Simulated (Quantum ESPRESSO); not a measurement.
Pr under changes of volume

One of the cells (36.905 Å³/atom); the others are scaled copies at fixed shape and fractional positions:

```xyz
1
Lattice="-2.0974 2.0974 2.0974 2.0974 -2.0974 2.0974 2.0974 2.0974 -2.0974" Properties=species:S:1:pos:R:3 pbc="T T T"
Pr    0.0000    0.0000    0.0000
```

This isn't the form of Pr at room conditions, which is double hcp.

- Program: Quantum ESPRESSO 7.5
- Functional: PBEsol
- Potentials or basis: SSSP 1.3 efficiency PBE
- Cutoff: 748 eV
- Density cutoff: 5987 eV
- k mesh: 9 × 9 × 9
- Occupations: fermi-dirac, width 0.05 eV
- Spin: collinear spin, ferromagnetic start
- Starting moments: [2.0] μB

| volume (Å³/atom) | energy over the lowest point (meV/atom) | pressure (GPa) | moment (μB per cell) |
| --- | --- | --- | --- |
| 34.691 | 0.00 | -5.6 | 2.98 |
| 35.429 | 27.92 | -5.8 | 2.99 |
| 36.167 | 56.61 | -6.0 | 3.00 |
| 36.905 | ? | ? | ? |
| 37.643 | 116.05 | -6.3 | 3.02 |
| 38.381 | 146.68 | -6.4 | 3.02 |
| 39.119 | 177.85 | -6.5 | 3.03 |

Problem. What does the run at 36.905 Å³/atom give?

Solution. Energy over the lowest point 86.00 meV/atom; pressure -6.1 GPa; moment 3.01 μB per cell.

Worked out: A Birch-Murnaghan fit of order 3 (a polynomial in V^(-2/3)) to the other rows has no minimum within the range. It gives 86.01 meV/atom at 36.905 Å³/atom, against the run's 86.00, and -dE/dV = -6.5 GPa, against -6.1. A straight line through the other rows of the moment, of slope 0.0111 μB per Å³/atom, gives 3.01 μB, against the run's 3.01.

Energies are extrapolated to zero smearing.

Caveats: the potentials were made for another functional, which shifts forces and pressure; the magnetic or orbital state may not be the lowest.
